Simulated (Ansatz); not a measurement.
Theory: DFT PBE, scalar-relativistic, plane waves, PAW (Ansatz 0.2.0). Settings: cutoff 420 eV, Γ-centred meshes spaced at most about 0.3 Å⁻¹, and about 0.25 Å⁻¹ or finer for metals (2π included), Gaussian smearing. No spin polarisation.

These are static total energies at zero pressure.

Question: Order these relaxed structures of BeTe₂ by energy, lowest first, with the energy over the lowest of them.
A.

```
CELL_PARAMETERS angstrom
3.53577 0.00000 0.00000
-1.76788 3.06206 0.00000
0.00000 0.00000 8.15243
ATOMIC_POSITIONS crystal
Be 0.33333 0.66667 0.00751
Te 0.33333 0.66667 0.29983
Te 0.00000 0.00000 0.84819
```

B.

```
CELL_PARAMETERS angstrom
6.53333 0.00000 0.00000
0.00000 6.53333 0.00000
0.00000 0.00000 6.53333
ATOMIC_POSITIONS crystal
Be 0.00000 0.00000 0.00000
Be 0.50000 0.00000 0.50000
Be 0.50000 0.50000 0.00000
Be 0.00000 0.50000 0.50000
Te 0.87622 0.12378 0.62378
Te 0.12378 0.87622 0.37622
Te 0.12378 0.62378 0.87622
Te 0.87622 0.37622 0.12378
Te 0.62378 0.87622 0.12378
Te 0.37622 0.12378 0.87622
Te 0.62378 0.62378 0.62378
Te 0.37622 0.37622 0.37622
```

C.

```
CELL_PARAMETERS angstrom
-2.64057 2.64057 4.93731
2.64057 -2.64057 4.93731
2.64057 2.64057 -4.93731
ATOMIC_POSITIONS crystal
Be 0.00000 0.00000 0.00000
Be 0.75000 0.25000 0.50000
Te 0.25774 0.25774 0.00000
Te 0.00774 0.50774 0.50000
Te 0.49226 0.99226 0.50000
Te 0.74226 0.74226 0.00000
```

Answer: A (0 meV/atom), B (18 meV/atom), C (186 meV/atom). Forms: A P3m1; B pyrite type, Pa-3; C anatase type, I4_1/amd. Counting Te atoms around Be (those within 1.25 times the shortest such distance or 1.15 times the sum of covalent radii): A has Be 4; B has Be 6; C has Be 6. B holds Te–Te pairs (shortest 2.80 Å) (bonds between like non-metal atoms; other contacts aren't counted). All come from invented guesses. The lowest form computed isn't among them: it has space group Ibam (No. 72), 26.1 Å³/atom and lies 132 meV/atom below the best shown.

The k mesh leaves some 4 meV/atom of noise in the energy of each metallic cell. No dispersion correction is applied, so the spacing and binding between layers, chains or molecules are poorly described (P3m1), and this can change margins and order among such cells. These runs have no spin–orbit coupling, which can matter for Te. Cells relaxed within their symmetry can be saddle points. Some structure types and database cells were kept out of the candidates from the start, so a known form may be missing.
